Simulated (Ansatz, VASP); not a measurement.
# HfC in VASP and in Ansatz

The input INCAR:

```
SYSTEM = HfC
ALGO = Normal
EDIFF = 1E-7
EDIFFG = -0.01
ENCUT = 600
GGA = RP
IBRION = 2
ISIF = 3
ISMEAR = -1
LASPH = .True.
LCHARG = .False.
LREAL = .False.
LWAVE = .False.
NELM = 80
NSW = 80
PREC = Accurate
SIGMA = 0.1
```

File KPOINTS:

```
k-points
0
Gamma
  11 11 11
  0 0 0
```

Contents of POSCAR:

```
HfC
1.0
    0.0000000000      2.3250000000      2.3250000000
    2.3250000000      0.0000000000      2.3250000000
    2.3250000000      2.3250000000      0.0000000000
Hf C
1 1
Direct
    0.5000000000      0.5000000000      0.5000000000
    0.0000000000      0.0000000000      0.0000000000
```

Input for Ansatz:

```yaml
crystal:
  lattice:
    - [0.0, 2.325, 2.325]
    - [2.325, 0.0, 2.325]
    - [2.325, 2.325, 0.0]
  atoms:
    - { symbol: Hf, position: [0.5, 0.5, 0.5] }
    - { symbol: C, position: [0.0, 0.0, 0.0] }
kpoints:
  mp_grid:
    grid: [11, 11, 11]
hamiltonian:
  xc: rpbe
  dispersion: none
scf:
  convergence:
    dr2_threshold: 1.0e-10
  occupations:
    method: fermi_dirac
relax:
  f_tol: 0.01
  cell: {}
```

Alike in both runs: task relaxation of cell and atoms; functional RPBE; k mesh 11 × 11 × 11; no spin polarisation.

```csv
,VASP,Ansatz
version,VASP 6.6.1,Ansatz 0.2.0
potentials or method,"VASP PAW PBE potentials, release 64 (Hf_pv, C)","plane waves, PAW"
plane-wave cutoff (eV),600,420
occupations,"fermi-dirac, width 0.1 eV",fermi-dirac
valence electrons in the cell,14,30
```

```csv
,VASP,Ansatz,Ansatz less VASP
relaxed volume (Å³/atom),12.75,12.80,+0.048
relaxed cell length with the largest relative difference (Å),3.304,3.308,+0.0042
energy change over the relaxation (meV/atom),-2,-3,-1.2
```

The two sets of potentials don't hold the same shells in valence.

Caveats: the PAW data sets were made with another functional, which shifts forces and pressure a little (VASP). RPBE and its kin give volumes clearly too large for solids. The runs have no spin-orbit coupling, so splittings on Hf are missing.
